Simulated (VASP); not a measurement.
## AlN: relaxation of shape and atoms at fixed volume with r2SCAN

**Experimental background.**

“Self-assembly of well-separated AlN nanowires directly on sputtered metallic TiN films”, 2019, arxiv:1910.07391 quotes, for a bulk crystal of AlN at 10 K: band gap 6.034 eV (an exciton energy, a little under the gap).

Crystal: AlN.

```
CELL_PARAMETERS angstrom
3.10531 0.00000 0.00000
-1.55265 2.68928 0.00000
0.00000 0.00000 4.97661
ATOMIC_POSITIONS crystal
Al 0.33333 0.66667 0.99922
Al 0.66667 0.33333 0.49922
N 0.33333 0.66667 0.38078
N 0.66667 0.33333 0.88078
```

* Program: VASP 6.6.1
* Task: relaxation of shape and atoms at fixed volume
* Functional: r2SCAN
* Potentials or basis: VASP PAW PBE potentials, release 64 (Al, N)
* Cutoff: 600 eV
* k mesh: 12 × 12 × 6
* Occupations: gaussian, width 0.03 eV
* Spin: no spin polarisation
* Further INCAR settings: ALGO = Normal; EDIFF = 1e-07; IBRION = 2; EDIFFG = -0.01; NSW = 40; ISIF = 4

```json
{
 "Pressure after relaxing": "0.0 GPa",
 "Largest force after relaxing": "0.005 eV/Å",
 "Band gap on the k mesh": "4.93 eV, direct"
}
```

Forces on the atoms (eV/Å):
```
Al   0.000  0.000 -0.005
Al   0.000  0.000 -0.005
N    0.000  0.000  0.005
N    0.000  0.000  0.005
```

Final structure:
```
CELL_PARAMETERS angstrom
3.10531 0.00000 0.00000
-1.55265 2.68928 0.00000
0.00000 0.00000 4.97661
ATOMIC_POSITIONS crystal
Al 0.33333 0.66667 0.99922
Al 0.66667 0.33333 0.49922
N 0.33333 0.66667 0.38078
N 0.66667 0.33333 0.88078
```

Levels at points of the mesh, in eV from the valence-band top:
| k point | band 6 | band 7 | band 8 | band 9 | band 10 | band 11 |
| --- | --- | --- | --- | --- | --- | --- |
| (0.00, 0.00, 0.00) | -0.22 | -0.22 | 0.00 | 4.93 | 7.55 | 11.63 |
| (0.50, 0.00, 0.00) | -2.14 | -1.77 | -0.71 | 6.45 | 6.57 | 9.07 |
| (0.00, 0.00, 0.50) | -0.56 | -0.56 | -0.56 | 7.27 | 7.27 | 11.33 |
| (0.50, 0.00, 0.50) | -1.50 | -1.39 | -1.39 | 6.00 | 6.00 | 10.16 |

Run time: 4.5 min on 1 thread of Intel(R) Xeon(R) Platinum 8375C CPU @ 2.90GHz (Ice Lake) (shared host), peak memory 0.2 GiB.

A measured gap of AlN is 6.034 eV (an exciton energy, a little under the gap; 10 K; quoted in “Self-assembly of well-separated AlN nanowires directly on sputtered metallic TiN films”, 2019, arxiv:1910.07391); the calculated 4.93 eV misses it by -1.10 eV. 2 values of this kind are on record (6.034 to 6.0343 eV); this one was drawn at random. The value is that of r2SCAN on a finite k mesh, which can miss the band edges, without temperature or zero-point motion.

Caveat: the relaxation stopped at its first step, so nothing moved; the PAW data sets were made with another functional, which shifts forces and pressure a little.
